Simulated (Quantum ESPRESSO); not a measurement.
# BAs: phonon spectrum and thermodynamics under several settings

```
CELL_PARAMETERS angstrom
0.00000 2.38850 2.38850
2.38850 0.00000 2.38850
2.38850 2.38850 0.00000
ATOMIC_POSITIONS crystal
As 0.75000 0.75000 0.75000
B 0.00000 0.00000 0.00000
```

All runs used Quantum ESPRESSO 7.5; k mesh 6 × 6 × 6, shifted; relaxed cell; no spin polarisation; cutoff 612 eV; occupations smeared at first, fixed for the response; q mesh 2 × 2 × 2.

| level | potentials | volume (Å³/atom) | highest frequency (cm⁻¹) | zero-point energy (meV/atom) | entropy at room temperature (k_B/atom) |
| --- | --- | --- | --- | --- | --- |
| LDA | GBRV 1.5 LDA | 13.38 | 741 | 82.5 | 1.95 |
| PBE | GBRV 1.5 PBE | ? | ? | ? | ? |

Task: What stands in the row left open?

Result: Volume 13.99 Å³/atom; highest frequency 713 cm⁻¹; zero-point energy 79.6 meV/atom; entropy at room temperature 1.99 k_B/atom.

For the row left open. Caveat: the q mesh is small, so phonon branches between its points and thermal values are rough.
